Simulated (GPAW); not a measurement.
A run of GPAW 26.7.0 is set up as follows.

File run.py:

```python
from ase import Atoms
from ase.filters import FrechetCellFilter
from ase.io import write
from ase.optimize import BFGS
from ase.units import GPa
from gpaw import GPAW, PW, setup_paths

setup_paths.insert(0, '.')

atoms = Atoms(['Hf', 'N'],
              cell=[[0.0, 2.256, 2.256],
                    [2.256, 0.0, 2.256],
                    [2.256, 2.256, 0.0]],
              scaled_positions=[[0.0, 0.0, 0.0],
                                [0.5, 0.5, 0.5]],
              pbc=True)

calc = GPAW(mode=PW(800),
            xc='PBEsol',
            kpts={'size': (10, 10, 10), 'gamma': True},
            occupations={'name': 'fermi-dirac', 'width': 0.05},
            nbands=19,
            convergence={'density': 1e-05, 'forces': 0.0001},
            maxiter=150,
            txt='gpaw.txt')
atoms.calc = calc
opt = BFGS(FrechetCellFilter(atoms, scalar_pressure=10 * GPa), trajectory='relax.traj', logfile='-')
done = opt.run(fmax=0.02, steps=60)
calc.write('gs.gpw')
write('result.traj', atoms)
print('Converged:', done)
print('Cell:', atoms.cell.cellpar().round(4))
print('Volume:', round(atoms.get_volume(), 4))
print(atoms.get_scaled_positions().round(5))
```

Potentials or basis: PAW data sets generated in the run's folder for this functional, pw.

Run with:

```bash
$ gpaw-setup -f PBEsol Hf N
$ OMP_NUM_THREADS=1 python run.py
```

What does it give for the band gap on the k mesh?

None (metal or under the smearing width).

What does it give for the space group after relaxing (to 0.05 Å)?

Fm-3m (No. 225).

Predict the relaxed volume.

11.05 Å³/atom.

What does it give for the relaxed cell?

a = 3.150 Å, b = 3.150 Å, c = 3.150 Å, α = 60.00°, β = 60.00°, γ = 60.00°.

The path:
| step | energy change (eV) | largest force (eV/Å) | pressure (GPa) | volume (Å³) |
| --- | --- | --- | --- | --- |
| 1 | 0.0000 | 0.0000 | -1.62 | 22.96 |
| 2 | 0.0039 | 0.0000 | 3.66 | 22.56 |
| 3 | 0.0255 | 0.0000 | 10.28 | 22.10 |

Caveat: later steps reuse the first step's grids. The run has no spin-orbit coupling, so splittings on Hf are missing.
